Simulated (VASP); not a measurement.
# NaI (strained rocksalt): one PBE single-point calculation in two programs

```
Na I
1.0
     0.00000    3.42286    3.22972
     3.42286    0.00000    3.22972
     3.42286    3.42286    0.00000
Na I
1 1
Direct
  0.00000 0.00000 0.00000
  0.50000 0.50000 0.50000
```

Each program uses its own PAW datasets. VASP's cell holds 14 valence electrons and Ansatz's 26. Ansatz's stress includes a Pulay correction; VASP's doesn't.

Cutoffs: 520 eV in VASP, 420 eV in Ansatz. k meshes: 8×8×8 and 8×8×8.

|  | VASP | Ansatz |
| --- | --- | --- |
| gap between bands v and c | 3.36 eV | 3.36 eV |
| least direct gap | 3.36 eV | 3.36 eV |
| pressure | -0.9 GPa | -0.9 GPa |

Band v is the last that the valence electrons fill when counted band by band, and c is the next. Levels in eV from the top of v, Ansatz:

```csv
point,v−1,v,c,c+1
Γ,0.00,0.00,3.36,7.81
X,-0.70,-0.49,4.40,5.77
K,-1.11,-0.58,5.03,6.43
L,-0.28,-0.22,5.03,7.14
W,-1.20,-0.73,5.46,7.17
```

VASP:

```json
{"point": "Γ", "v−1": "0.00", "v": "0.00", "c": "3.36", "c+1": "7.78"}
{"point": "X", "v−1": "-0.70", "v": "-0.49", "c": "4.40", "c+1": "5.76"}
{"point": "K", "v−1": "-1.11", "v": "-0.58", "c": "5.02", "c+1": "6.42"}
{"point": "L", "v−1": "-0.28", "v": "-0.22", "c": "5.03", "c+1": "7.12"}
{"point": "W", "v−1": "-1.20", "v": "-0.73", "c": "5.46", "c+1": "7.15"}
```
